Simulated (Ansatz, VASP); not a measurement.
## Two plane-wave programs on WSe2

```
CELL_PARAMETERS angstrom
3.31794 0.00000 0.00000
-1.65897 2.87342 0.00000
0.00000 0.00000 16.65814
ATOMIC_POSITIONS crystal
W 0.00000 0.00000 0.00000
Se 0.33333 0.66667 0.09979
Se 0.33333 0.66667 0.90021
```

Alike in both runs: task single point; functional PBEsol; dispersion D3(BJ); k mesh 12 × 12 × 2; occupations gaussian, width 0.05 eV; no spin polarisation.

|  | VASP | Ansatz |
| --- | --- | --- |
| version | VASP 6.6.1 | Ansatz 0.2.0 |
| potentials or method | VASP PAW PBE potentials, release 64 (W_sv, Se) | scalar-relativistic, plane waves, PAW |
| plane-wave cutoff (eV) | 520 | 420 |
| valence electrons in the cell | 26 | 46 |

Ansatz gave:

* gap on the k mesh at the Fermi level (eV): 1.52
* least direct gap on the mesh (eV): 1.52
* rms of the force components (eV/Å): 0.090

Task: Estimate VASP's values.

Result: gap on the k mesh at the Fermi level (eV): 1.52; least direct gap on the mesh (eV): 1.52; rms of the force components (eV/Å): 0.063.

Atom by atom the forces differ by 0.027 eV/Å (rms over components). The two sets of potentials don't hold the same shells in valence.

Caveats: the PAW data sets were made with another functional, which shifts forces and pressure a little (VASP); spin-orbit coupling is left out, which moves the levels of the heavy elements.
